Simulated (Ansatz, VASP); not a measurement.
Nb in VASP and in Ansatz

```xyz
1
Lattice="0.0000 2.0718 2.0718 2.0718 0.0000 2.0718 2.0718 2.0718 0.0000" Properties=species:S:1:pos:R:3 pbc="T T T"
Nb    0.0000    0.0000    0.0000
```

This isn't the form of Nb at room conditions, which is bcc.

Alike in both runs: task single point; functional PBE; k mesh 12 × 12 × 12; occupations fermi-dirac, width 0.15 eV; no spin polarisation.

|  | VASP | Ansatz |
| --- | --- | --- |
| version | VASP 6.6.1 | Ansatz 0.2.0 |
| potentials or method | VASP PAW PBE potentials, release 64 (Nb_sv) | plane waves, PAW |
| plane-wave cutoff (eV) | 520 | 500 |
| valence electrons in the cell | 13 | 13 |

VASP gave:

| Property | Result |
| --- | --- |
| pressure (GPa) | 9.6 |

Task: Which values does Ansatz return?

Result: Pressure (GPa): 9.9.
